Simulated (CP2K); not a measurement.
Cu:

```
Cu
1.0
     2.55619    0.00000    0.00000
     1.27810    2.21373    0.00000
     1.27810    0.73791    2.08712
Cu
1
Direct
  0.00000 0.00000 0.00000
```

Base run:

```yaml
Program: CP2K 2026.2
Functional: PBE
Potentials_or_basis: POTENTIAL_UZH Cu GTH-PBE-q11; DZVP-MOLOPT-PBE-GTH basis
Density_cutoff: 6123 eV
k_mesh: 13 × 13 × 13
Occupations: fermi-dirac, width 0.05 eV
Spin: no spin polarisation
```

Its results: band gap on the k mesh none (metal or under the smearing width); pressure 3.3 GPa.

The run is repeated on the same cell with these changes: potentials or basis from POTENTIAL_UZH Cu GTH-PBE-q11; DZVP-MOLOPT-PBE-GTH basis to POTENTIAL_UZH Cu GTH-PBE-q11; ccGRB-D basis; basis sets from Cu DZVP-MOLOPT-PBE-GTH-q11 to Cu ccGRB-D-q11. What comes out?

Band gap on the k mesh none (metal or under the smearing width); pressure 9.4 GPa.

Caveats: the basis of atomic orbitals isn't converged, which shifts pressures, moduli and gaps.
